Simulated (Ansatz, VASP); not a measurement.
## ZnIn2: VASP beside Ansatz

Aim: how closely do two programs agree when they are given the same cell, functional and k mesh? The cell is generated by rule, not measured, and may not be a known phase. The cell is taken from a series of runs on this material, whose earlier steps may have relaxed, scaled, displaced or heated it; both programs get it as it stands.

Calculated with Ansatz 0.2.0; plane waves, with VASP 6.6.1 beside it; single point at PBEsol.

The structure was built from a prototype and need not be the compound's stable phase.

## (1) The structure

It takes space group P-3m1 (No. 164, trigonal). The conventional cell has a = 5.149 Å, b = 5.149 Å, c = 2.990 Å, α = 90.00°, β = 90.00°, γ = 120.00°. Zn has 2 Zn at 2.99 Å and 6 In at 3.10 Å nearest. In has 5 In at 2.99 to 3.21 Å and 3 Zn at 3.10 Å nearest. Farther neighbours are not listed.

## (2) Ansatz: single point, PBEsol, pair 1

Ansatz runs on norm-conserving files, of PseudoDojo where its log says so.

With cell and atoms fixed, the geometry can't cause a difference; cores, projectors, grids and the points listed under the comparison can.

input.yaml reads:

```yaml
crystal:
  lattice:
    - [5.149492037, 4.0657e-06, 0.0]
    - [-2.5747495395, 4.4595888878, 0.0]
    - [0.0, 0.0, 2.9900494017]
  atoms:
    - { symbol: Zn, position: [0.0, 0.0, 0.0] }
    - { symbol: In, position: [0.3333333333, 0.6666666667, 0.7006655809] }
    - { symbol: In, position: [0.6666666667, 0.3333333333, 0.2993344191] }
kpoints:
  mp_grid: { grid: [12, 12, 16] }
hamiltonian:
  xc: pbesol
  pseudopotentials: { kind: nc }
scf:
  occupations: { method: methfessel_paxton, width: 0.2 }
output:
  forces: true
  stress: true
  eigenvalues: true
```

Launch:

```bash
ansatz run input.yaml --threads 8 --pin off --max-ram 14336MiB --backend cpu --events-out ev --progress --plain --runs-dir out
```

Numbers of over 12 decimals in the logs are rounded to 6 here.

The program printed:

```text
Engine: ansatz 0.2.0, aarch64-unknown-linux-gnu
Pseudopotentials: kind: nc
Pseudopotential: Zn, nc, valence charge 20, recommended cutoff 1142.878222 eV (normal), Zn.nc.azcp (PseudoDojo's, or run here from an input of PseudoDojo's: the run reads no file of this project's for it)
Pseudopotential: In, nc, valence charge 13, recommended cutoff 952.398519 eV (normal), In.nc.azcp (PseudoDojo's, or run here from an input of PseudoDojo's: the run reads no file of this project's for it)
Functional definition: PBEsol
  exchange = pbesol_x
  correlation = pbesol_c
Crystal: 3 atoms, lattice volume = 68.665 Å³
Basis set: ecut = 1142.878222 eV, 6035 PW (Γ), exchange–correlation on 120×120×72 points (8 copies of the dense FFT grid, shifted against one another)
Bands: 28, of which v1, the nominal top of the filled ones, is band 23 counted from 1 (22 counted from 0)
Symmetry: 12 space group operations
Space group: P-3m1 (ITA 164), of the structure as read, at distance tolerance 4.1e-5 Å
k-points: 255 of 2304
Non-local potential: Zn, projectors of the file, l = 0: 2, l = 1: 2, l = 2: 2
Non-local potential: In, projectors of the file, l = 0: 2, l = 1: 2, l = 2: 2
Initial density: superposition of atomic densities (chi_scale 0.1, normalization cell, long waves kept (reshape's long-wave potential 0.00 eV rms))
Initial wavefunctions: pseudopotential atomic-orbital guess
Functional: x = pbesol(κ = 0.804, μ = 0.123457), c = pbesol(β = 0.046)
SCF iter   1: F=—  HF=-9292.678350 eV  |F-HF|=—  |Δ(HF+E_count)|=         —  Δρ=1.97e-2  dr2=3.38e-1  ethr=3.10e-3  ⟨swp⟩=5.3  Hψ=27620  notcnv=0
preconditioner: auto → Kerker (q_TF=auto, 2.552 Å⁻¹)  [metal: Δε(μ)=0.020 eV  Ē_g=13.544 eV  σ=0.200 eV  W_gap=0.09  n_scr=26 (ndim 8)  ℏωp=27.6 eV  f_vac=0.000  D(μ)=1.12/eV (n_scr^D=6)]
SCF iter   2: F=—  HF=-9292.589132 eV  |F-HF|=—  |Δ(HF+E_count)|=   8.92e-2  S|Δr|=    0.00e0  Δρ=1.18e-2  dr2=1.22e-1  ethr=7.35e-4  ⟨swp⟩=1.0  Hψ=9180  notcnv=0
SCF iter   3: F=—  HF=-9292.552231 eV  |F-HF|=—  |Δ(HF+E_count)|=   3.69e-2  S|Δr|=    0.00e0  Δρ=3.80e-3  dr2=4.65e-3  ethr=2.64e-4  ⟨swp⟩=2.2  Hψ=10533  notcnv=0
SCF iter   4: F=—  HF=-9292.552164 eV  |F-HF|=—  |Δ(HF+E_count)|=   6.69e-5  S|Δr|=    0.00e0  Δρ=1.90e-3  dr2=1.16e-3  ethr=1.01e-5  ⟨swp⟩=2.4  Hψ=11667  notcnv=0
SCF iter   5: F=—  HF=-9292.551833 eV  |F-HF|=—  |Δ(HF+E_count)|=   3.31e-4  S|Δr|=    0.00e0  Δρ=5.32e-4  dr2=6.95e-5  ethr=2.52e-6  ⟨swp⟩=2.0  Hψ=12497  notcnv=0
SCF iter   6: F=—  HF=-9292.551565 eV  |F-HF|=—  |Δ(HF+E_count)|=   2.68e-4  S|Δr|=    0.00e0  Δρ=2.32e-4  dr2=1.94e-5  ethr=1.51e-7  ⟨swp⟩=2.8  Hψ=13294  notcnv=0  defer=6
SCF iter   7: F=—  HF=-9292.551560 eV  |F-HF|=—  |Δ(HF+E_count)|=   4.30e-6  S|Δr|=    0.00e0  Δρ=5.23e-5  dr2=1.06e-6  ethr=4.22e-8  ⟨swp⟩=2.3  Hψ=12546  notcnv=0  defer=6
SCF iter   8: F=—  HF=-9292.551560 eV  |F-HF|=—  |Δ(HF+E_count)|=   1.95e-8  S|Δr|=    0.00e0  Δρ=1.70e-5  dr2=1.04e-7  ethr=2.30e-9  ⟨swp⟩=2.9  Hψ=15405  notcnv=0  defer=6
SCF iter   9: F=-9292.551560 eV  HF=-9292.551560 eV  |F-HF|=3.61e-9  |Δ(HF+E_count)|=   3.49e-8  S|Δr|=    0.00e0  Δρ=3.49e-6  dr2=4.31e-9  ethr=2.17e-10  ⟨swp⟩=10.8  Hψ=39455  notcnv=0
SCF 1 converged in 9 iterations: F = -9292.551560 eV  dr2 = 4.31e-9
SCF converged after 9 iterations
Stability not checked: this state was not tested for a lower state beside it, because cold or Methfessel-Paxton smearing, or corrected tetrahedra, fill the levels in a way that the test cannot read (fill_not_monotonic; see scf.lower_state_search)
Free energy (F): -9292.551560 eV
Harris-Foulkes:  -9292.551560 eV  (|F-HF|=3.61e-9)
Internal energy: -9292.552261 eV  (E = F + TS)
E sigma→0 (E₀):  -9292.551735 eV
Entropy (-TS):   0.000700 eV (0.233 meV/atom)
Fermi energy:    11.090382 eV
--- Per-component energies (eV) ---
  E_band       = -612.419292
  E_kinetic    = 4778.679539
  E_local      = -8053.193973  (includes V_loc(G=0)·N_el)
  E_nonlocal   = -2102.924797
  E_hartree    = 3038.095270
  E_xc         = -1683.517464
  E_vxc        = -1311.164453  (∫ρ·V_xc dr)
  E_ewald      = -5269.690835
  E_smearing   = 0.000700  (= −TS)
  E_closure    = -0.000000  (closes the sum)
  Σ components = -9292.551560   (vs F -9292.551560, Δ=0.00e0)
--- Forces (eV/Å), atoms counted from 1 ---
  atom   1  Zn     0.00000000     0.00000000    -0.00000000
  atom   2  In     0.00000000     0.00000000     0.08367154
  atom   3  In    -0.00000000    -0.00000000    -0.08367154
  max |Σ_I F_I| component: 9.25e-18 eV/Å
--- Stress (GPa, compression-positive) ---
       -1.622445       0.000000      -0.000000
        0.000000      -1.622445      -0.000000
       -0.000000      -0.000000       1.477798
  P = ⅓ Tr σ = -0.5890 GPa (-5.890 kbar)
--- Band table (eV; the first three rows and the last of 255) ---
  k-point 0: bands = [... 19 lower, 4.2876, 8.4523, 9.6253, 10.0638, 10.0638, 10.7406, 10.7406, 18.9855, ... 1 higher]
  k-point 1: bands = [... 19 lower, 4.2773, 8.5074, 9.6787, 10.1400, 10.1400, 10.8140, 10.8140, 17.5433, ... 1 higher]
  k-point 2: bands = [... 19 lower, 4.2486, 8.6743, 9.8406, 10.3664, 10.3664, 11.0315, 11.0315, 15.6796, ... 1 higher]
  k-point 254: bands = [... 19 lower, 8.5085, 8.5085, 8.6891, 8.6891, 9.4544, 9.8114, 15.9713, 15.9713, ... 1 higher]
```

Reading the cycles: dr2 is the Hartree energy of the density residual (eV), the measure of convergence; HF is the Harris–Foulkes estimate of the energy, which meets the free energy F at convergence.

The run ends at a pressure of -0.59 GPa, with forces up to 0.084 eV/Å.

## (3) VASP: single point, PBEsol, pair 1

The same cell, functional, mesh and smearing now go to VASP, with its own data sets.

Lines of VASP's logs that name or quote its potential files are left out, and so is its time.

INCAR reads:

```
SYSTEM = ZnIn2
PREC = Accurate
ENCUT = 500
EDIFF = 1E-06
NELM = 120
ISMEAR = 1
SIGMA = 0.2
LREAL = .FALSE.
ALGO = Normal
GGA = PS
NBANDS = 25
LORBIT = 11
LWAVE = .FALSE.
LCHARG = .FALSE.
ISIF = 2
LASPH = .TRUE.
GGA_COMPAT = .FALSE.
KPAR = 2
```

POSCAR reads:

```
ZnIn2
1.0
    5.1494920370      0.0000040657      0.0000000000
   -2.5747495395      4.4595888878      0.0000000000
    0.0000000000      0.0000000000      2.9900494017
Zn In
1 2
Direct
    0.0000000000      0.0000000000      0.0000000000
    0.3333333333      0.6666666667      0.7006655809
    0.6666666667      0.3333333333      0.2993344191
```

KPOINTS reads:

```
Automatic mesh
0
Gamma
12 12 16
0 0 0
```

PAW data sets: Zn and In_d (PBE family, release 64).

Launch:

```bash
mpirun -np 2 vasp_std
```

The program printed:

```text
[banner, memory and clock lines left out]
running    2 mpi-ranks, on    1 nodes
 distrk:  each k-point on    1 cores,    2 groups
 distr:  one band on    1 cores,    1 groups

 POSCAR found type information on POSCAR ZnIn
 POSCAR found :  2 types and       3 ions
|                                                                             |
|               ----> ADVICE to this user running VASP <----                  |
|                                                                             |
|     You enforced a specific xc type in the INCAR file but a different       |
|     [... a line on the potential file left out ...]
|     I HOPE YOU KNOW WHAT YOU ARE DOING!                                     |
|                                                                             |

 LDA part: xc-table for (Slater+PW92), standard interpolation
 POSCAR, INCAR and KPOINTS ok, starting setup
 FFT: planning ... GRIDC
 FFT: planning ... GRID_SOFT
 FFT: planning ... GRID
 WAVECAR not read
 entering main loop
       N       E                     dE             d eps       ncg     rms          rms(c)
DAV:   1     0.289634955495E+03    0.28963E+03   -0.18913E+04 12782   0.215E+03
DAV:   2     0.143750034134E+02   -0.27526E+03   -0.27125E+03 12770   0.420E+02
DAV:   3    -0.677346781460E+01   -0.21148E+02   -0.21004E+02 15239   0.140E+02
DAV:   4    -0.729690112086E+01   -0.52343E+00   -0.52306E+00 15208   0.233E+01
DAV:   5    -0.731978675092E+01   -0.22886E-01   -0.22885E-01 19865   0.430E+00    0.424E+00
DAV:   6    -0.711977938727E+01    0.20001E+00   -0.87269E-01 15556   0.157E+01    0.243E+00
DAV:   7    -0.709953839677E+01    0.20241E-01   -0.86241E-02 15483   0.420E+00    0.102E+00
DAV:   8    -0.709472090387E+01    0.48175E-02   -0.10784E-02 16186   0.124E+00    0.222E-01
DAV:   9    -0.709442521028E+01    0.29569E-03   -0.17730E-03 15627   0.514E-01    0.823E-02
DAV:  10    -0.709441762710E+01    0.75832E-05   -0.13017E-04 19016   0.103E-01    0.428E-02
DAV:  11    -0.709441867419E+01   -0.10471E-05   -0.22255E-05 17332   0.507E-02    0.114E-02
DAV:  12    -0.709441813099E+01    0.54319E-06   -0.32184E-06 11671   0.163E-02
   1 F= -.70944181E+01 E0= -.70946572E+01  d E =0.717162E-03
```

From OUTCAR (step 3):

```text
ion  position               nearest neighbor table
   1  0.000  0.000  0.000-   2 3.10   3 3.10   3 3.10   2 3.10   3 3.10   2 3.10
   2  0.333  0.667  0.701-   1 3.10   1 3.10   1 3.10   3 3.21   3 3.21   3 3.21   3 3.47   3 3.47
                             3 3.47
   3  0.667  0.333  0.299-   1 3.10   1 3.10   1 3.10   2 3.21   2 3.21   2 3.21   2 3.47   2 3.47
                             2 3.47

  LATTYP: Found a hexagonal cell.
 ALAT       =     5.1494920370
 C/A-ratio  =     0.5806493884

 Subroutine GETGRP returns: Found 12 space group operations
 (whereof 12 operations were pure point group operations)

The static configuration has the point symmetry D_3d.

 Found    255 irreducible k-points:

   k-points           NKPTS =    255   k-points in BZ     NKDIM =    255   number of bands    NBANDS=     25

   dimension x,y,z NGX =    40 NGY =   40 NGZ =   24
   dimension x,y,z NGXF=    80 NGYF=   80 NGZF=   48

   ENCUT  =  500.0 eV  36.75 Ry    6.06 a.u.   9.39  9.39  5.45*2*pi/ulx,y,z

   NELECT =      38.0000    total number of electrons

 k-points in reciprocal lattice and weights: Automatic mesh
   0.00000000  0.00000000  0.00000000       0.000
   0.08333333  0.00000000  0.00000000       0.003
   0.16666667  0.00000000  0.00000000       0.003
   0.25000000  0.00000000  0.00000000       0.003
   0.33333333  0.00000000  0.00000000       0.003
   0.41666667  0.00000000  0.00000000       0.003
   0.50000000  0.00000000  0.00000000       0.001
   0.08333333  0.08333333  0.00000000       0.003
   0.16666667  0.08333333  0.00000000       0.005
[...]
0.33333333  0.25000000  0.50000000       0.005
   0.33333333  0.33333333  0.50000000       0.001

 average (electrostatic) potential at core
       1 -33.0408       2 -94.8983       3 -94.8983

 E-fermi :   6.1651

 k-point     1 :       0.0000    0.0000    0.0000
  band No.  band energies     occupation
    ...
     18       4.6999      2.00000
     19       5.1356      2.00000
     20       5.1356      2.00000
     21       5.8164      2.03340
     22       5.8164      2.03340
     23      14.0342      0.00000
     24      15.2209      0.00000
     25      18.4658      0.00000

 k-point     2 :       0.0833    0.0000    0.0000
  band No.  band energies     occupation
    ...
     16      -0.6603      2.00000
     17       3.1215      2.00000
     18       4.2044      2.00000
     19       4.7059      2.00000
     20       5.3700      2.00000
     21       6.3454     -0.02331
     22       6.7081     -0.00084
     23      14.0838      0.00000
     24      15.2507      0.00000
     25      17.8044      0.00000

 k-point     3 :       0.1667    0.0000    0.0000
  band No.  band energies     occupation
    ...
     16      -0.6606      2.00000
     17       2.2398      2.00000
     18       3.6521      2.00000
     19       4.1517      2.00000
     20       6.0791      1.65816
     21       7.1987     -0.00000
     22       8.0876     -0.00000
     23      14.2303      0.00000
     24      15.3387      0.00000
     25      16.4317      0.00000

  Total       -0.7087846     -0.7087846      0.6024308      0.0000000      0.0000000      0.0000000
  in kB      -16.5381549    -16.5381549     14.0565890      0.0000000      0.0000000      0.0000000
  external PRESSURE =      -6.3399070 kB  Pullay stress =       0.0000000 kB

  energy-cutoff  :      500.00
  volume of cell :       68.67
      direct lattice vectors                 reciprocal lattice vectors
     5.149492037  0.000004066  0.000000000     0.194193823  0.112118060  0.000000000
    -2.574749539  4.459588888  0.000000000    -0.000000177  0.224235814  0.000000000
     0.000000000  0.000000000  2.990049402     0.000000000  0.000000000  0.334442635

 POSITION                                       TOTAL-FORCE (eV/Angst)
 -----------------------------------------------------------------------------------
      0.00000      0.00000      0.00000         0.000000      0.000000     -0.000000
     -0.00000      2.97306      2.09502        -0.000000     -0.000000      0.082611
      2.57474      1.48653      0.89502         0.000000      0.000000     -0.082611
 -----------------------------------------------------------------------------------
    total drift:                                0.000000     -0.000000      0.000000

  FREE ENERGIE OF THE ION-ELECTRON SYSTEM (eV)
  ---------------------------------------------------
  free  energy   TOTEN  =        -7.0944181310 eV

  energy  without entropy=       -7.0951352934  energy(sigma->0) =       -7.09465719

 total charge
# of ion       s       p       d       tot
------------------------------------------
    1        0.670   0.247   9.725  10.643
    2        0.987   0.533   9.857  11.378
    3        0.987   0.533   9.857  11.378
--------------------------------------------------
tot          2.645   1.313  29.440  33.398

[... 3 further parts left out ...]
```

The run ends at a pressure of -0.63 GPa, with forces up to 0.083 eV/Å.

## (4) Side by side

Known differences besides the potentials themselves: the data sets hold 46 valence electrons in Ansatz (on norm-conserving files, of PseudoDojo where its log says so) and 38 in VASP; the cutoff is 1142.88 eV in Ansatz and 500 eV in VASP. Total energies have different zeros and are not compared.

Both answers:

```
      quantity  Ansatz   VASP  difference
pressure (GPa)   -0.59  -0.63       +0.04
```

Forces (eV/Å; atoms numbered as in POSCAR):

```
atom        Ansatz x, y, z          VASP x, y, z
 Zn1   0.000, 0.000, 0.000   0.000, 0.000, 0.000
 In2   0.000, 0.000, 0.084   0.000, 0.000, 0.083
 In3  0.000, 0.000, -0.084  0.000, 0.000, -0.083
```

The forces differ by 0.5 meV/Å r.m.s., which is 1.3 % of the r.m.s. force of 0.039 eV/Å (both taken over all components).

## (5) Ansatz: single point, PBEsol, pair 2

A single point gives forces, pressure and levels at one fixed geometry, so differences don't come from the geometry; what else differs is listed under the comparison. This pair takes another cell of the material, with 6 atoms against 3 for the pair before.

The cell is taken from a series of runs on this material, whose earlier steps may have relaxed, scaled, displaced or heated it; both programs get it as it stands.

input.yaml, the sections that differ from step 2:

```yaml
crystal:
  lattice:
    - [-2.5747424975, -4.4595929535, 0.0]
    - [-5.149492037, -4.0657e-06, 0.0]
    - [0.0, 0.0, -5.9800988035]
  atoms:
    - { symbol: Zn, position: [0.0, 0.0, 0.5] }
    - { symbol: Zn, position: [0.0, 0.0, 0.0] }
    - { symbol: In, position: [0.3333333333, 0.3333333333, 0.25] }
    - { symbol: In, position: [0.3333333333, 0.3333333333, 0.75] }
    - { symbol: In, position: [0.6666666667, 0.6666666667, 0.25] }
    - { symbol: In, position: [0.6666666667, 0.6666666667, 0.75] }
kpoints:
  mp_grid: { grid: [9, 9, 6] }
# hamiltonian, scf, output: as in step 2
```

Launch:

```bash
ansatz run input.yaml --threads 8 --pin off --max-ram 14336MiB --backend cpu --events-out ev --progress --plain --runs-dir out
```

The program printed:

```text
[...]
Crystal: 6 atoms, lattice volume = 137.331 Å³
Basis set: ecut = 1142.878222 eV, 12003 PW (Γ), exchange–correlation on 120×120×144 points (8 copies of the dense FFT grid, shifted against one another)
Bands: 56, of which v1, the nominal top of the filled ones, is band 46 counted from 1 (45 counted from 0)
Symmetry: 48 space group operations
[...]
k-points: 48 of 486
[...]
k-point 0: bands = [... 42 lower, 9.5511, 10.0053, 10.0053, 10.7848, 10.7848, 12.4623, 12.9372, 12.9372, ... 6 higher]
  k-point 1: bands = [... 42 lower, 9.6425, 10.1317, 10.1317, 10.9222, 10.9222, 11.3969, 12.3758, 12.5722, ... 6 higher]
  k-point 2: bands = [... 42 lower, 9.9188, 10.3187, 10.5023, 10.5023, 11.3275, 11.3275, 11.4513, 11.8289, ... 6 higher]
  k-point 47: bands = [... 42 lower, 6.1753, 6.1753, 13.1772, 13.1772, 13.7922, 13.7922, 13.7922, 13.7922, ... 6 higher]
[key lines of the parts left out:]
SCF converged after 9 iterations
Free energy (F): -18584.862001 eV
Fermi energy:    11.064358 eV
P = ⅓ Tr σ = 0.0383 GPa (0.383 kbar)
```

The run ends at a pressure of 0.04 GPa.

## (6) VASP: single point, PBEsol, pair 2

The same cell, functional, mesh and smearing now go to VASP, with its own data sets.

INCAR, as its differences from that of step 3:

```diff
@@ -10,3 +10,3 @@
 GGA = PS
-NBANDS = 25
+NBANDS = 47
 LORBIT = 11
```

POSCAR reads:

```
ZnIn2
1.0
   -2.5747424975     -4.4595929535      0.0000000000
   -5.1494920370     -0.0000040657      0.0000000000
    0.0000000000      0.0000000000     -5.9800988035
Zn In
2 4
Direct
    0.0000000000      0.0000000000      0.5000000000
    0.0000000000      0.0000000000      0.0000000000
    0.3333333333      0.3333333333      0.2500000000
    0.3333333333      0.3333333333      0.7500000000
    0.6666666667      0.6666666667      0.2500000000
    0.6666666667      0.6666666667      0.7500000000
```

KPOINTS reads:

```
Automatic mesh
0
Gamma
9 9 6
0 0 0
```

Launch:

```bash
mpirun -np 2 vasp_std
```

The program printed:

```text
[banner, memory and clock lines left out]
running    2 mpi-ranks, on    1 nodes
[...]
[... a notice as in an earlier step ...]

 LDA part: xc-table for (Slater+PW92), standard interpolation
 POSCAR, INCAR and KPOINTS ok, starting setup
[...]
entering main loop
       N       E                     dE             d eps       ncg     rms          rms(c)
DAV:   1     0.716742115113E+03    0.71674E+03   -0.35709E+04  4519   0.229E+03
DAV:   2     0.701065658463E+02   -0.64664E+03   -0.63413E+03  4512   0.531E+02
DAV:   3    -0.108015068748E+02   -0.80908E+02   -0.79196E+02  4925   0.203E+02
DAV:   4    -0.142796112809E+02   -0.34781E+01   -0.34622E+01  5193   0.461E+01
[...]
DAV:  11    -0.139511192654E+02   -0.24984E-05   -0.41549E-05  5825   0.512E-02    0.159E-02
DAV:  12    -0.139511170892E+02    0.21762E-05   -0.75901E-06  4215   0.191E-02    0.880E-03
DAV:  13    -0.139511168114E+02    0.27772E-06   -0.13947E-06  3427   0.848E-03
   1 F= -.13951117E+02 E0= -.13950933E+02  d E =-.552029E-03
```

From OUTCAR (step 6):

```text
  Total       -0.2747242     -0.2747242      0.5853635      0.0000000      0.0000000      0.0000000
  in kB       -3.2050860     -3.2050860      6.8291781      0.0000000      0.0000000      0.0000000
  external PRESSURE =       0.1396687 kB  Pullay stress =       0.0000000 kB

 POSITION                                       TOTAL-FORCE (eV/Angst)
 -----------------------------------------------------------------------------------
      0.00000      0.00000     -2.99005        -0.000000     -0.000000      0.000000
      0.00000      0.00000      0.00000        -0.000000     -0.000000      0.000000
     -2.57474     -1.48653     -1.49502        -0.000000     -0.000000      0.000000
     -2.57474     -1.48653     -4.48507         0.000000     -0.000000     -0.000000
     -5.14949     -2.97306     -1.49502         0.000000      0.000000     -0.000000
     -5.14949     -2.97306     -4.48507         0.000000      0.000000     -0.000000
 -----------------------------------------------------------------------------------
    total drift:                                0.000000      0.000000     -0.000000

  FREE ENERGIE OF THE ION-ELECTRON SYSTEM (eV)
  ---------------------------------------------------
  free  energy   TOTEN  =       -13.9511168114 eV

  energy  without entropy=      -13.9505647823  energy(sigma->0) =      -13.95093280

[... 3 further parts left out ...]
[key lines of the parts left out:]
E-fermi :   6.1401
```

The run ends at a pressure of 0.01 GPa.

(Part 1 of 2 ends here.)

[Lines on the potential files, build, host, timing and source positions are cut from VASP's logs without a mark.]

[Logs are printed without paths, hosts, clocks, repeated set-up lines and the standing remarks that a program may print on its own settings, such as how far it seeks lower states.]

[Hosts, paths, dates, database ids (printed as entryN), source tags and the programs' standing remarks are cut or masked in the printed files.]
